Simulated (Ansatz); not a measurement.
**Ca: trigonal deformation path**

All numbers below come from DFT PBE, scalar-relativistic, plane waves, PAW (Ansatz 0.2.0). Cutoff 420 eV, Γ-centred 16×16×16 k-points, Gaussian smearing of 0.15 eV. No spin polarisation. Energies are free energies at this smearing, counted from the undisturbed cell; pressure is positive in compression.

The starting cell (as given, not relaxed at this level; it stands at 0.3 GPa; this simple cubic form isn't the usual structure):

```xyz
1
Lattice="3.4887 0.0000 0.0000 0.0000 3.4887 0.0000 0.0000 0.0000 3.4887" Properties=species:S:1:pos:R:3 pbc="T T T"
Ca    0.0000    0.0000    0.0000
```

At fixed volume and fractional coordinates, lengths along (0.577, 0.577, 0.577) are scaled against those across it; ρ is that ratio over its starting value. The cell is metallic on the mesh throughout. At ρ = 0.500 the cell becomes cubic (Im-3m); At ρ = 2.000 the cell becomes cubic (Fm-3m), and there the slope of the energy vanishes by symmetry.

(ρ, ΔE (meV/atom)): (0.500, -381.6), (0.600, -311.1), (0.710, -170.3), (0.850, -41.6), (0.930, -8.4), (1.000, 0.0), (1.080, -9.4), (1.200, -52.0), (1.410, -172.4), (1.700, -334.3), (2.000, -396.5)

All sampled points lie below the start, which is a maximum along this line.